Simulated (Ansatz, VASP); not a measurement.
**One calculation of Ni, two programs**

```
Ni
1.0
     2.13528    0.00000    0.00000
    -1.06764    1.84921    0.00000
     0.00000    0.00000    3.50674
Ni
2
Direct
  0.33333 0.66667 0.25000
  0.66667 0.33333 0.75000
```

Alike in both runs: functional LDA; k mesh 20 × 20 × 11; occupations fermi-dirac, width 0.1 eV; collinear spin.

Ansatz relaxed the structure, and its values are those at the end. VASP's run is a single point on that final structure, the one shown.

```csv
,VASP,Ansatz
version,VASP 6.6.1,Ansatz 0.2.0
potentials or method,"VASP PAW LDA potentials, release 64 (Ni), cutoff 520 eV","all-electron LAPW, scalar-relativistic"
```

```tsv
	VASP	Ansatz	Ansatz less VASP
net moment per atom (μB)	0.38	0.42	+0.042
size of the moment on the site where the two differ most (μB)	0.36	0.43	+0.067
```

Site moments also hang on the region over which each program counts them. Ansatz ran all-electron here, so the differences hold the error of VASP's frozen core and of both bases.
